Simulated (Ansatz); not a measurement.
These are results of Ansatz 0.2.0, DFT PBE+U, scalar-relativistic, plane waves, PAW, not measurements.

Structure of Cu$_{2}$O:

```
Cu O
1.0
     4.33138    0.00000    0.00000
     0.00000    4.33138    0.00000
     0.00000    0.00000    4.33138
Cu O
4 2
Cartesian
  1.0828 1.0828 1.0828
  1.0828 3.2485 3.2485
  3.2485 3.2485 1.0828
  3.2485 1.0828 3.2485
  0.0000 0.0000 0.0000
  2.1657 2.1657 2.1657
```

Cutoff 420 eV; k points 6×6×6 on the computed 6-atom cell (Γ-centred); Gaussian smearing, width 0.02 eV; U_eff Cu 4.00 eV on the d shells (Löwdin-orthogonalised atomic orbitals); no spin polarisation.

Levels along Γ–X–M–Γ–R–X | R–M, in eV from a zero inside the gap, sorted by energy at each point. Points in fractions of the primitive reciprocal vectors: Γ (0.000 0.000 0.000), X (0.000 0.500 0.000), M (0.500 0.500 0.000), R (0.500 0.500 0.500).
| point | k (1/Å, with 2π) | band 41 | band 42 | band 43 | band 44 | band 45 | band 46 | band 47 |
| --- | --- | --- | --- | --- | --- | --- | --- | --- |
| Γ | 0.000 | -2.67 | -0.34 | -0.34 | -0.34 | 0.34 | 1.78 | 1.78 |
| - | 0.363 | -2.30 | -1.60 | -0.48 | -0.48 | 0.97 | 2.65 | 2.83 |
| X | 0.725 | -1.76 | -1.76 | -0.71 | -0.71 | 2.31 | 2.31 | 4.67 |
| - | 1.088 | -1.82 | -1.82 | -0.85 | -0.85 | 2.37 | 2.37 | 4.23 |
| M | 1.451 | -1.80 | -1.80 | -0.97 | -0.97 | 2.18 | 2.18 | 4.03 |
| - | 1.964 | -2.06 | -1.68 | -0.91 | -0.60 | 1.44 | 2.89 | 3.41 |
| Γ | 2.476 | -2.67 | -0.34 | -0.34 | -0.34 | 0.34 | 1.78 | 1.78 |
| - | 3.104 | -2.11 | -1.26 | -1.26 | -0.81 | 1.88 | 3.46 | 3.46 |
| R | 3.733 | -1.46 | -1.00 | -1.00 | -1.00 | 2.90 | 2.90 | 2.90 |
| - | 4.245 | -1.83 | -1.56 | -1.05 | -0.94 | 2.49 | 3.03 | 3.52 |
| X | 4.758 | -1.76 | -1.76 | -0.71 | -0.71 | 2.31 | 2.31 | 4.67 |
| R | 4.758 | -1.46 | -1.00 | -1.00 | -1.00 | 2.90 | 2.90 | 2.90 |
| - | 5.121 | -1.39 | -1.39 | -1.24 | -0.99 | 2.18 | 3.60 | 3.60 |
| M | 5.484 | -1.80 | -1.80 | -0.97 | -0.97 | 2.18 | 2.18 | 4.03 |

Cost: 1 run of about 1.2 core-minutes, on Intel Xeon Platinum 8375C (Ice Lake) (shared hosts).